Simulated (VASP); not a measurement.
# BaZrS3 (Pnma) in VASP: a series of runs, part 3 of 3

VASP 6.6.1. The steps go on from the part before.

### Step 6. Relaxation of cell and atoms, PBEsol

Contents of INCAR:

```
SYSTEM = BaZrS3
ALGO = Normal
EDIFF = 1E-6
EDIFFG = -0.01
ENCUT = 600
GGA = PS
IBRION = 2
ISIF = 3
ISMEAR = 0
KPAR = 4
LASPH = .TRUE.
LCHARG = .FALSE.
LREAL = .FALSE.
LWAVE = .FALSE.
NELM = 80
NSW = 90
PREC = Accurate
SIGMA = 0.03
```

Contents of KPOINTS:

```
k-points
0
G
  4 4 4
  0 0 0
```

Contents of POSCAR:

```
BaZrS3
1.0
    7.1344888100      0.0000000000      0.0000000000
    0.0000000000     10.0418237600      0.0000000000
    0.0000000000      0.0000000000      7.0635613000
Ba Zr S
4 4 12
Direct
    0.0430272500      0.2500000000      0.0087500800
    0.4569727500      0.7500000000      0.5087500800
    0.5430272500      0.2500000000      0.4912499200
    0.9569727500      0.7500000000      0.9912499200
    0.0000000000      0.0000000000      0.5000000000
    0.5000000000      0.0000000000      0.0000000000
    0.5000000000      0.5000000000      0.0000000000
    0.0000000000      0.5000000000      0.5000000000
    0.9941581600      0.2500000000      0.5608972600
    0.5058418400      0.7500000000      0.0608972600
    0.4941581600      0.2500000000      0.9391027400
    0.0058418400      0.7500000000      0.4391027400
    0.2132557900      0.9681785700      0.7866180500
    0.2867442100      0.0318214300      0.2866180500
    0.7132557900      0.5318214300      0.7133819500
    0.7867442100      0.4681785700      0.2133819500
    0.7867442100      0.0318214300      0.2133819500
    0.7132557900      0.9681785700      0.7133819500
    0.2867442100      0.4681785700      0.2866180500
    0.2132557900      0.5318214300      0.7866180500
```

Potentials or basis: VASP PAW PBE potentials, release 64 (Ba_sv, Zr_sv, S).

On the command line:

```sh
> cat potpaw_PBE.64/Ba_sv/POTCAR potpaw_PBE.64/Zr_sv/POTCAR potpaw_PBE.64/S/POTCAR > POTCAR
> mpirun -np 4 vasp_std > vasp.out
```

OUTCAR:

```text
SYSTEM = BaZrS3
   EDIFF = 1E-6
   EDIFFG = -0.01
   ENCUT = 600
   GGA = PS
   IBRION = 2
   ISIF = 3
   ISMEAR = 0
   LASPH = .TRUE.
   LREAL = .FALSE.
   NELM = 80
   NSW = 90
   PREC = Accurate

 ion  position               nearest neighbor table
   1  0.043  0.250  0.009-   9 3.18  16 3.20  17 3.20  11 3.26  14 3.42  19 3.42  13 3.46  20 3.46
                             6 4.12   7 4.12   5 4.29   8 4.29
   2  0.457  0.750  0.509-  10 3.18  15 3.20  18 3.20  12 3.26  13 3.42  20 3.42  19 3.46  14 3.46
                             5 4.12   8 4.12   7 4.29   6 4.29
   3  0.543  0.250  0.491-  11 3.18  14 3.20  19 3.20   9 3.26  17 3.42  16 3.42  18 3.46  15 3.46
                             5 4.12   8 4.12   7 4.29   6 4.29
   4  0.957  0.750  0.991-  12 3.18  13 3.20  20 3.20  10 3.26  18 3.42  15 3.42  16 3.46  17 3.46
                             6 4.12   7 4.12   5 4.29   8 4.29
   5  0.000  0.000  0.500-   9 2.55  12 2.55  13 2.55  17 2.55  14 2.56  18 2.56   2 4.12   3 4.12
                             1 4.29   4 4.29
[... 528 lines left out ...]
 E-fermi :   4.0144     XC(G=0):  -9.7792

 val. band max:        3.8524385470   @ k =   0.0000   0.0000   0.0000
 cond. band min:       4.7728425330   @ k =   0.0000   0.0000   0.0000
 fundamental gap:      0.9204039860
 Fermi energy:         4.0144267262

 k-point     1 :       0.0000    0.0000    0.0000
  band No.  band energies     occupation
      1     -44.8248      2.00000
      2     -44.8245      2.00000
      3     -44.8243      2.00000
      4     -44.8240      2.00000
      5     -22.9370      2.00000
      6     -22.9324      2.00000
[... 2269 lines left out ...]
     91       7.1123      0.00000
     92       7.1123      0.00000

 [... further k-points ...]

 [bands above 92 left out]

------------------------ aborting loop because EDIFF is reached ----------------------------------------

  FORCE on cell =-STRESS in cart. coord.  units (eV):
  Direction    XX          YY          ZZ          XY          YZ          ZX
  --------------------------------------------------------------------------------------
  -------------------------------------------------------------------------------------
  Total       -0.0247609     -0.1131191      0.0304688      0.0000000      0.0000000      0.0000000
  in kB       -0.0811447     -0.3707054      0.0998502      0.0000000      0.0000000      0.0000000
  external PRESSURE =      -0.1173333 kB  Pullay stress =       0.0000000 kB
[... 35 lines left out ...]
  FREE ENERGIE OF THE ION-ELECTRON SYSTEM (eV)
  ---------------------------------------------------
  free  energy   TOTEN  =      -134.9403579448 eV

  energy  without entropy=     -134.9403579448  energy(sigma->0) =     -134.94035794

 reached required accuracy - stopping structural energy minimisation
```

CONTCAR:

```text
BaZrS3
   1.00000000000000
     7.0738830400135697    0.0000000000000000    0.0000000000000000
     0.0000000000000000    9.9259171224953686    0.0000000000000000
     0.0000000000000000    0.0000000000000000    6.9628807530087728
  Ba              Zr              S
     4     4    12
Direct
     0.0498793755814559    0.2500000000000000    0.0107679241737488
     0.4501206244185441    0.7500000000000000    0.5107679241737487
     0.5498793755814559    0.2500000000000000    0.4892320758262511
     0.9501206244185441    0.7500000000000000    0.9892320758262513
     0.0000000000000000    0.0000000000000000    0.5000000000000000
     0.5000000000000000    0.0000000000000000    0.0000000000000000
[... 12 lines left out ...]
     0.2885861172058345    0.4662640252209795    0.2886088487924084
     0.2114138827941655    0.5337359747790205    0.7886088487924087

  0.00000000E+00  0.00000000E+00  0.00000000E+00
  0.00000000E+00  0.00000000E+00  0.00000000E+00
  0.00000000E+00  0.00000000E+00  0.00000000E+00
  0.00000000E+00  0.00000000E+00  0.00000000E+00
  0.00000000E+00  0.00000000E+00  0.00000000E+00
  0.00000000E+00  0.00000000E+00  0.00000000E+00
[... 12 lines left out ...]
  0.00000000E+00  0.00000000E+00  0.00000000E+00
  0.00000000E+00  0.00000000E+00  0.00000000E+00
```

Run time: 74 min. Hardware: 4 MPI ranks of Intel Xeon Platinum 8488C (Sapphire Rapids), shared host; peak memory 1.5 GiB.

Results:

```
Free energy                            : -134.9404 eV
Relaxed volume                         : 24.44 Å³/atom
Relaxed cell                           : a = 7.074 Å, b = 9.926 Å, c = 6.963 Å, α = 90.00°, β = 90.00°, γ = 90.00°
Space group after relaxing (to 0.05 Å) : Pnma (No. 62)
Energy gained by relaxing              : 7.3 meV/atom
Ionic steps                            : 16
Pressure after relaxing                : 0.0 GPa
Largest force after relaxing           : 0.010 eV/Å
Band gap on the k mesh                 : 0.92 eV, direct
```

Forces on the atoms (eV/Å):
```
Ba   0.004  0.000  0.009
Ba  -0.004  0.000  0.009
Ba   0.004  0.000 -0.009
Ba  -0.004  0.000 -0.009
Zr   0.000  0.000  0.000
Zr   0.000  0.000  0.000
Zr   0.000  0.000  0.000
Zr   0.000  0.000  0.000
S   -0.005  0.000 -0.008
S    0.005  0.000 -0.008
S   -0.005  0.000  0.008
S    0.005  0.000  0.008
S   -0.003  0.004  0.007
S    0.003 -0.004  0.007
S   -0.003 -0.004 -0.007
S    0.003  0.004 -0.007
S    0.003 -0.004 -0.007
S   -0.003  0.004 -0.007
S    0.003  0.004  0.007
S   -0.003 -0.004  0.007
```

Step by step:
```tsv
step	energy change (eV)	largest force (eV/Å)	pressure (GPa)	volume (Å³)
1	0.0000	0.0762	-2.52	506.06
2	-0.0623	0.0657	2.06	477.47
3	-0.1365	0.0480	-0.01	489.29
4	-0.1364	0.0473	0.05	488.96
5	-0.1373	0.0445	0.05	488.92
6	-0.1395	0.0364	0.05	488.82
7	-0.1424	0.0225	0.06	488.62
8	-0.1420	0.0452	0.08	488.21
9	-0.1433	0.0298	0.07	488.44
10	-0.1443	0.0233	0.02	488.75
11	-0.1452	0.0138	-0.10	489.42
12	-0.1456	0.0135	-0.01	488.88
13	-0.1456	0.0140	0.02	488.67
14	-0.1457	0.0131	0.02	488.67
15	-0.1459	0.0122	0.02	488.68
16	-0.1461	0.0096	-0.01	488.90
```

Final structure:
```yaml
crystal:
  lattice:
    - [7.07388, 0.00000, 0.00000]
    - [0.00000, 9.92592, 0.00000]
    - [0.00000, 0.00000, 6.96288]
  atoms:
    - { symbol: Ba, position: [0.04988, 0.25000, 0.01077] }
    - { symbol: Ba, position: [0.45012, 0.75000, 0.51077] }
    - { symbol: Ba, position: [0.54988, 0.25000, 0.48923] }
    - { symbol: Ba, position: [0.95012, 0.75000, 0.98923] }
    - { symbol: Zr, position: [0.00000, 0.00000, 0.50000] }
    - { symbol: Zr, position: [0.50000, 0.00000, 0.00000] }
    - { symbol: Zr, position: [0.50000, 0.50000, 0.00000] }
    - { symbol: Zr, position: [0.00000, 0.50000, 0.50000] }
    - { symbol: S, position: [0.99545, 0.25000, 0.56389] }
    - { symbol: S, position: [0.50455, 0.75000, 0.06389] }
    - { symbol: S, position: [0.49545, 0.25000, 0.93611] }
    - { symbol: S, position: [0.00455, 0.75000, 0.43611] }
    - { symbol: S, position: [0.21141, 0.96626, 0.78861] }
    - { symbol: S, position: [0.28859, 0.03374, 0.28861] }
    - { symbol: S, position: [0.71141, 0.53374, 0.71139] }
    - { symbol: S, position: [0.78859, 0.46626, 0.21139] }
    - { symbol: S, position: [0.78859, 0.03374, 0.21139] }
    - { symbol: S, position: [0.71141, 0.96626, 0.71139] }
    - { symbol: S, position: [0.28859, 0.46626, 0.28861] }
    - { symbol: S, position: [0.21141, 0.53374, 0.78861] }
```

Levels at points of the mesh, in eV from the valence-band top:
```tsv
k point	band 78	band 79	band 80	band 81	band 82	band 83
(0.00, 0.00, 0.00)	-0.05	-0.02	0.00	0.92	1.03	1.08
(0.50, 0.00, 0.00)	-0.58	-0.25	-0.25	2.01	2.01	2.16
(0.00, 0.50, 0.00)	-0.28	-0.24	-0.24	1.12	1.12	2.03
(0.50, 0.50, 0.00)	-0.36	-0.36	-0.36	2.39	2.39	2.39
(0.00, 0.00, 0.50)	-0.51	-0.33	-0.33	2.06	2.06	2.17
(0.50, 0.00, 0.50)	-0.37	-0.08	-0.08	1.06	1.06	2.52
(0.00, 0.50, 0.50)	-0.40	-0.32	-0.32	2.31	2.31	2.34
(0.50, 0.50, 0.50)	-0.40	-0.40	-0.40	2.16	2.16	2.16
```

Caveat: the PAW data sets were made with another functional, which shifts forces and pressure a little; spin-orbit coupling is left out, which moves the levels of the heavy elements.

### Step 7. Relaxation of cell and atoms, PBEsol

This run uses another cell than the first one, of 24.44 Å³/atom, 0.966 times its volume.

INCAR: that of step 6 with these lines changed.

```diff
@@ -2,4 +2,4 @@
 ALGO = Normal
-EDIFF = 1E-6
-EDIFFG = -0.01
+EDIFF = 1E-7
+EDIFFG = -0.005
 ENCUT = 600
```

KPOINTS is that of step 6.

Contents of POSCAR:

```
BaZrS3                                  
1.0
    7.0738830400      0.0000000000      0.0000000000
    0.0000000000      9.9259171225      0.0000000000
    0.0000000000      0.0000000000      6.9628807530
  Ba              Zr              S             
     4     4    12
Direct
     0.0498793755814559    0.2500000000000000    0.0107679241737488
     0.4501206244185441    0.7500000000000000    0.5107679241737487
     0.5498793755814559    0.2500000000000000    0.4892320758262511
     0.9501206244185441    0.7500000000000000    0.9892320758262513
     0.0000000000000000    0.0000000000000000    0.5000000000000000
     0.5000000000000000    0.0000000000000000    0.0000000000000000
     0.5000000000000000    0.5000000000000000    0.0000000000000000
     0.0000000000000000    0.5000000000000000    0.5000000000000000
     0.9954450678074709    0.2500000000000000    0.5638856494729887
     0.5045549321925291    0.7500000000000000    0.0638856494729886
     0.4954450678074709    0.2500000000000000    0.9361143505270113
     0.0045549321925292    0.7500000000000000    0.4361143505270114
     0.2114138827941655    0.9662640252209795    0.7886088487924087
     0.2885861172058345    0.0337359747790204    0.2886088487924084
     0.7114138827941655    0.5337359747790205    0.7113911512075913
     0.7885861172058345    0.4662640252209795    0.2113911512075915
     0.7885861172058345    0.0337359747790204    0.2113911512075915
     0.7114138827941655    0.9662640252209795    0.7113911512075913
     0.2885861172058345    0.4662640252209795    0.2886088487924084
     0.2114138827941655    0.5337359747790205    0.7886088487924087
```

On the command line:

```sh
> cat potpaw_PBE.64/Ba_sv/POTCAR potpaw_PBE.64/Zr_sv/POTCAR potpaw_PBE.64/S/POTCAR > POTCAR
> mpirun -np 4 vasp_std > vasp.out
```

Run time: 85 min. Hardware: 4 MPI ranks of Intel Xeon Platinum 8488C (Sapphire Rapids), shared host; peak memory 1.4 GiB.

Results (log left out):

```yaml
Free_energy: -134.9392 eV
Relaxed_volume: 24.44 Å³/atom
Relaxed_cell: a = 7.078 Å, b = 9.929 Å, c = 6.954 Å, α = 90.00°, β = 90.00°, γ = 90.00°
Space_group_after_relaxing_to_0.05_Å: Pnma (No. 62)
Energy_gained_by_relaxing: 0.0 meV/atom
Ionic_steps: 17
Pressure_after_relaxing: 0.0 GPa
Largest_force_after_relaxing: 0.005 eV/Å
Band_gap_on_the_k_mesh: 0.92 eV, direct
```

Forces on the atoms (eV/Å):
```
Ba   0.000  0.000 -0.001
Ba   0.000  0.000 -0.001
Ba   0.000  0.000  0.001
Ba   0.000  0.000  0.001
Zr   0.000  0.000  0.000
Zr   0.000  0.000  0.000
Zr   0.000  0.000  0.000
Zr   0.000  0.000  0.000
S    0.003  0.000  0.000
S   -0.003  0.000  0.000
S    0.003  0.000  0.000
S   -0.003  0.000  0.000
S   -0.004 -0.002 -0.002
S    0.004  0.002 -0.002
S   -0.004  0.002  0.002
S    0.004 -0.002  0.002
S    0.004  0.002  0.002
S   -0.004 -0.002  0.002
S    0.004 -0.002 -0.002
S   -0.004  0.002 -0.002
```

The path:
| step | energy change (eV) | largest force (eV/Å) | pressure (GPa) | volume (Å³) |
| --- | --- | --- | --- | --- |
| 1 | 0.0000 | 0.0096 | -0.02 | 488.90 |
| 2 | -0.0001 | 0.0080 | 0.01 | 488.71 |
| 3 | -0.0001 | 0.0076 | 0.03 | 488.61 |
| 4 | -0.0001 | 0.0071 | 0.02 | 488.69 |
| 5 | -0.0002 | 0.0066 | 0.00 | 488.82 |
| 6 | -0.0001 | 0.0072 | -0.04 | 489.07 |
| 7 | -0.0002 | 0.0065 | -0.02 | 488.90 |
| 8 | -0.0002 | 0.0063 | -0.02 | 488.90 |
| 9 | -0.0004 | 0.0058 | -0.01 | 488.89 |
| 10 | -0.0004 | 0.0066 | -0.01 | 488.88 |
| 11 | -0.0005 | 0.0069 | 0.01 | 488.77 |
| 12 | -0.0005 | 0.0078 | 0.02 | 488.67 |
| 13 | -0.0006 | 0.0079 | -0.01 | 488.86 |
| 14 | -0.0006 | 0.0080 | -0.01 | 488.89 |
| 15 | -0.0006 | 0.0064 | -0.01 | 488.83 |
| 16 | -0.0006 | 0.0049 | 0.02 | 488.68 |
| 17 | -0.0006 | 0.0048 | 0.01 | 488.72 |

Final structure:
```cif
data_structure
_symmetry_space_group_name_H-M 'P 1'
_symmetry_Int_Tables_number 1
_cell_length_a 7.0780
_cell_length_b 9.9286
_cell_length_c 6.9544
_cell_angle_alpha 90.000
_cell_angle_beta 90.000
_cell_angle_gamma 90.000
_cell_volume 488.72
loop_
_atom_site_label
_atom_site_type_symbol
_atom_site_fract_x
_atom_site_fract_y
_atom_site_fract_z
_atom_site_occupancy
Ba1 Ba 0.05078 0.25000 0.01143 1
Ba2 Ba 0.44922 0.75000 0.51143 1
Ba3 Ba 0.55078 0.25000 0.48857 1
Ba4 Ba 0.94922 0.75000 0.98857 1
Zr1 Zr 0.00000 0.00000 0.50000 1
Zr2 Zr 0.50000 0.00000 0.00000 1
Zr3 Zr 0.50000 0.50000 0.00000 1
Zr4 Zr 0.00000 0.50000 0.50000 1
S1 S 0.99519 0.25000 0.56303 1
S2 S 0.50481 0.75000 0.06303 1
S3 S 0.49519 0.25000 0.93697 1
S4 S 0.00481 0.75000 0.43697 1
S5 S 0.21045 0.96687 0.78986 1
S6 S 0.28955 0.03313 0.28986 1
S7 S 0.71045 0.53313 0.71014 1
S8 S 0.78955 0.46687 0.21014 1
S9 S 0.78955 0.03313 0.21014 1
S10 S 0.71045 0.96687 0.71014 1
S11 S 0.28955 0.46687 0.28986 1
S12 S 0.21045 0.53313 0.78986 1
```

Levels at points of the mesh, in eV from the valence-band top:
| k point | band 76 | band 77 | band 78 | band 79 | band 80 | band 81 | band 82 | band 83 | band 84 | band 85 |
| --- | --- | --- | --- | --- | --- | --- | --- | --- | --- | --- |
| (0.00, 0.00, 0.00) | -0.27 | -0.17 | -0.04 | -0.01 | 0.00 | 0.92 | 1.03 | 1.09 | 1.23 | 2.49 |
| (0.50, 0.00, 0.00) | -0.59 | -0.56 | -0.56 | -0.25 | -0.25 | 2.01 | 2.01 | 2.16 | 2.16 | 2.44 |
| (0.00, 0.50, 0.00) | -0.28 | -0.28 | -0.28 | -0.25 | -0.25 | 1.12 | 1.12 | 2.03 | 2.03 | 2.14 |
| (0.50, 0.50, 0.00) | -0.66 | -0.35 | -0.35 | -0.35 | -0.35 | 2.39 | 2.39 | 2.39 | 2.39 | 2.49 |
| (0.00, 0.00, 0.50) | -0.62 | -0.51 | -0.51 | -0.33 | -0.33 | 2.06 | 2.06 | 2.17 | 2.17 | 2.32 |
| (0.50, 0.00, 0.50) | -0.44 | -0.37 | -0.37 | -0.07 | -0.07 | 1.06 | 1.06 | 2.52 | 2.52 | 2.56 |
| (0.00, 0.50, 0.50) | -0.48 | -0.41 | -0.41 | -0.33 | -0.33 | 2.31 | 2.31 | 2.34 | 2.34 | 2.38 |
| (0.50, 0.50, 0.50) | -0.96 | -0.40 | -0.40 | -0.40 | -0.40 | 2.16 | 2.16 | 2.16 | 2.16 | 2.60 |

Caveat: the PAW data sets were made with another functional, which shifts forces and pressure a little; spin-orbit coupling is left out, which moves the levels of the heavy elements. A k mesh can miss the band edges.

### Step 8. Overview

| level | potentials or basis | k mesh | cutoff (eV) | mesh quality | gap on the mesh (eV) | pressure (GPa) | relaxed volume (Å³/atom) |
| --- | --- | --- | --- | --- | --- | --- | --- |
| LDA | VASP PAW LDA potentials, release 64 (Ba_sv, Zr_sv, S) | 4 × 4 × 4 | 600 | not flagged | 0.84 | 0.0 | 23.86 |
| PBE | VASP PAW PBE potentials, release 64 (Ba_sv, Zr_sv, S) | 2 × 2 × 2 | 300 | coarse | 1.04 | 0.0 | 25.38 |
| PBEsol | VASP PAW PBE potentials, release 64 (Ba_sv, Zr_sv, S) | 4 × 4 × 4 | 600 | not flagged | 0.92 | 0.0 | 24.44 |

Alike in all rows: task relaxation of cell and atoms; no spin polarisation; cell relaxed; smearing gaussian 0.03 eV.

Caveats: some runs use coarse meshes; spin-orbit coupling is left out, which moves the levels of the heavy elements; the cutoff is under 1.25 times the usual one of these potentials, so pressure, stress and relaxed cells hold a basis-set (Pulay) error (some runs); the PAW data sets were made with another functional, which shifts forces and pressure a little (some runs).

Total energies depend on the potentials used, so only differences within one code and one set of settings carry meaning.
